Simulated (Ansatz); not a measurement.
# MoS2: the cost of one run

Method: DFT PBE, scalar-relativistic, plane waves, PAW, in Ansatz 0.2.0.

**1. The starting structure**

It takes space group P-6m2 (No. 187, hexagonal). Conventional cell: a = 3.184 Å, b = 3.184 Å, c = 37.437 Å, α = 90.00°, β = 90.00°, γ = 120.00°. S (site symmetry 3m) is surrounded by 3 Mo at 2.41 Å. Around Mo (site symmetry 3m) lie 6 S at 2.41 Å.

Structure file:

```
CELL_PARAMETERS angstrom
3.18413 0.00000 0.00000
-1.59206 2.75753 0.00000
0.00000 0.00000 37.43725
ATOMIC_POSITIONS crystal
S 0.33333 0.66667 0.22705
Mo 0.00000 0.00000 0.26848
S 0.33333 0.66667 0.30992
S 0.33333 0.66667 0.69008
Mo 0.00000 0.00000 0.73152
S 0.33333 0.66667 0.77295
```

Slab cut from the bulk at the bulk's listed lattice constants, lower half held.

**2. Relaxing the atoms**

Contents of input.yaml:

```yaml
crystal:
  lattice:
    - [3.18412608, 0.0, 0.0]
    - [-1.59206304, 2.75753408, 0.0]
    - [0.0, 0.0, 37.4372503152]
  atoms:
    - { symbol: S, position: [0.33333333, 0.66666666, 0.2270465894] }
    - { symbol: Mo, position: [0.0, 0.0, 0.268484598], spin: 1.0 }
    - { symbol: S, position: [0.33333333, 0.66666666, 0.3099226067] }
    - { symbol: S, position: [0.33333333, 0.66666666, 0.6900773933] }
    - { symbol: Mo, position: [0.0, 0.0, 0.731515402], spin: 1.0 }
    - { symbol: S, position: [0.33333333, 0.66666666, 0.7729534106] }
basis:
  ecutwfc: 420
  fft_grid_basis: typed
kpoints:
  mp_grid: { grid: [9, 9, 1] }
hamiltonian:
  xc: pbe
scf:
  occupations: { method: gaussian, width: 0.05 }
output:
  forces: true
  eigenvalues: true
  populations: true
efield:
  axis: 3
  dipole_correction: true
  ramp_width: 0.04
magnetization:
  spin_polarized: true
relax:
  adjacent_minimum: "off"
  f_tol: 0.04
  max_steps: 40
  constraints: [{ sites: [0, 1, 2] }]
```

Launch:

```bash
> ansatz run input.yaml --threads 1 --pin off --max-ram 2211MiB --backend cpu --events-out ev --progress --plain --runs-dir out
```

**Question.** How long does this run take on 1 thread of Intel Xeon at 2.50GHz (Skylake/Cascade Lake), shared host, and how much memory does it need?

About 3.1 min, with a peak of 0.66 GiB.
